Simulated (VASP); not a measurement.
**AlP: density of states with PBE**

The system is AlP.

```
Al P
1.0
     0.00000    2.75340    2.75340
     2.75340    0.00000    2.75340
     2.75340    2.75340    0.00000
Al P
1 1
Cartesian
  0.0000 0.0000 0.0000
  1.3767 1.3767 1.3767
```

| Property | Result |
| --- | --- |
| Program | VASP 6.6.1 |
| Task | density of states |
| Functional | PBE |
| Potentials or basis | VASP PAW PBE potentials, release 64 (Al, P) |
| Cutoff | 520 eV |
| k mesh | 8 × 8 × 8 |
| Occupations | gaussian, width 0.02 eV |
| Spin | no spin polarisation |
| Dipole correction | no |
| k mesh for the DOS | 12 × 12 × 12 |
| Occupations for the DOS | tetrahedron |
| Further INCAR settings | ALGO = Fast; EDIFF = 1e-06 |

* Valence electrons inside the program's atomic spheres: Al 0.77; P 2.59

Levels at points of the mesh, in eV from the valence-band top:
| k point | band 1 | band 2 | band 3 | band 4 | band 5 | band 6 | band 7 | band 8 |
| --- | --- | --- | --- | --- | --- | --- | --- | --- |
| (0.00, 0.00, 0.00) | -11.36 | 0.00 | 0.00 | 0.00 | 3.09 | 4.53 | 4.53 | 4.53 |
| (0.50, 0.00, 0.00) | -9.74 | -5.42 | -0.75 | -0.75 | 2.72 | 4.81 | 4.81 | 8.20 |
| (0.50, 0.50, 0.00) | -9.11 | -5.22 | -2.05 | -2.05 | 1.63 | 2.47 | 10.85 | 10.87 |

States per cell in windows of 1 eV (zero at the valence-band top; states under -8 eV left out):
```tsv
from (eV)	total	P2_p	Al1_p	Al1_s	P2_s	Al1_d	P2_d
-8.0	0.00	0.00	0.00	0.00	0.00	0.00	0.00
-7.0	0.00	0.00	0.00	0.00	0.00	0.00	0.00
-6.0	0.23	0.04	0.01	0.03	0.00	0.00	0.00
-5.0	1.27	0.22	0.02	0.20	0.04	0.00	0.00
-4.0	0.56	0.12	0.03	0.03	0.02	0.00	0.00
-3.0	1.33	0.34	0.09	0.03	0.02	0.00	0.00
-2.0	1.69	0.52	0.13	0.02	0.01	0.00	0.00
-1.0	0.90	0.32	0.06	0.00	0.00	0.00	0.00
0.0	0.00	0.00	0.00	0.00	0.00	0.00	0.00
1.0	0.02	0.00	0.00	0.00	0.00	0.00	0.00
2.0	0.45	0.02	0.02	0.02	0.02	0.00	0.00
3.0	1.65	0.11	0.08	0.14	0.08	0.00	0.00
4.0	1.40	0.11	0.12	0.07	0.05	0.00	0.00
5.0	1.46	0.13	0.15	0.04	0.03	0.00	0.00
6.0	1.24	0.14	0.12	0.04	0.03	0.00	0.00
7.0	1.09	0.14	0.09	0.02	0.02	0.00	0.00
```

It took 16 s on 1 thread of AMD EPYC 9R45 96-Core Processor (Zen 5), with other jobs on the host, peak memory 0.13 GiB.
